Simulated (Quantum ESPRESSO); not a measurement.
Runs of Quantum ESPRESSO 7.5 on MnO. It takes space group P4_2/mmc (No. 131, tetragonal). The conventional cell has a = 3.583 Å, b = 3.583 Å, c = 4.460 Å, α = 90.00°, β = 90.00°, γ = 90.00°. Around Mn (site symmetry mmm) lie 4 O at 2.11 Å. Around O (site symmetry -4m2) lie 4 Mn at 2.11 Å and 2 O at 2.23 Å. Measurements of this composition are mostly on another form, of space group No. 225.

| level | form of the LDA correlation | gap on the mesh (eV) | pressure (GPa) | moment (μB) |
| --- | --- | --- | --- | --- |
| PW91+U | - | none | (a) | 0.00 |
| revPBE+U | - | none | 2.5 | 0.00 |
| RPBE+U | - | none | (b) | 0.00 |
| PBEsol+U | - | none | -4.9 | 0.00 |
| LDA+U | PZ81 | none | -9.6 | 0.00 |

Alike in all rows: task single point; potentials or basis PseudoDojo 0.4 SR PBEsol stringent; spin collinear, antiferromagnetic start; Mn d U = 3 eV; cell as given; k mesh 5 × 5 × 4; cutoff (eV) 1769; smearing gaussian 0.05 eV.

Fill in the values left out.

(a) -0.5; (b) 3.3.

Caveats: the potentials were made for another functional, which shifts forces and pressure (some runs).

A gap of «none» marks a metal or a gap under the smearing width.

Runs at the PBE level aren't shown here.
